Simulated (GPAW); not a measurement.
Runs of GPAW 26.7.0 on HfC. The structure is cubic, space group Fm-3m (No. 225). The conventional cell has a = 4.650 Å, b = 4.650 Å, c = 4.650 Å, α = 90.00°, β = 90.00°, γ = 90.00°. Hf (site symmetry m-3m) has 6 C at 2.33 Å as nearest neighbours. C (site symmetry m-3m) is surrounded by 6 Hf at 2.33 Å. 

```csv
task,level,potentials or basis,spin,cell,k mesh,optimizer,fmax,max steps,convergence,eigensolver,gap on the mesh (eV),pressure (GPa),relaxed volume (Å³/atom)
relaxation of cell and atoms,revPBE,"the program's PAW data sets (release 1.2.1) made for this functional, pw",off,relaxed,10 × 10 × 10,FIRE,0.01 eV/Å,100,density=1e-05 forces=0.0001,-,none,0.1,(a)
relaxation of cell and atoms,BLYP,"PAW data sets generated in the run's folder for this functional, pw",off,relaxed,10 × 10 × 10,LBFGS,0.02 eV/Å,60,density=1e-05 forces=0.0001,davidson,none,0.1,12.96
band structure,r2SCAN,"GPAW PAW data sets (gpaw-data 1.2.1), pw",off,as given,10 × 10 × 10,-,-,-,-,-,-,-0.2,-
band structure,BLYP,"PAW data sets generated in the run's folder for this functional, pw",off,as given,10 × 10 × 10,-,-,-,-,davidson,-,7.5,-
band structure,r2SCAN,"GPAW PAW data sets (gpaw-data 1.2.1), pw","SOC, no magnetisation",as given,7 × 7 × 7,-,-,-,-,-,-,-0.2,-
```

Alike in all rows: cutoff (eV) 800; smearing fermi-dirac 0.05 eV.

**Question.** Fill in the values left out.

**Answer.** (a) 12.80.

Caveats: later steps reuse the first step's grids (some runs); the PAW data sets were made with another functional, which shifts forces and pressure a little (some runs); spin-orbit coupling is left out, which moves the levels of the heavy elements (some runs); spin-orbit coupling was added after a scalar SCF, so levels and gaps hold it while energy, forces, pressure and moments don't (some runs); this program's spin-orbit splittings come out too wide for heavy elements (some runs).

A k mesh can miss the band edges, and rows without SOC leave out spin-orbit coupling on Hf.

A gap of «none» marks a metal or a gap under the smearing width.

Runs at the PBE level aren't shown here.
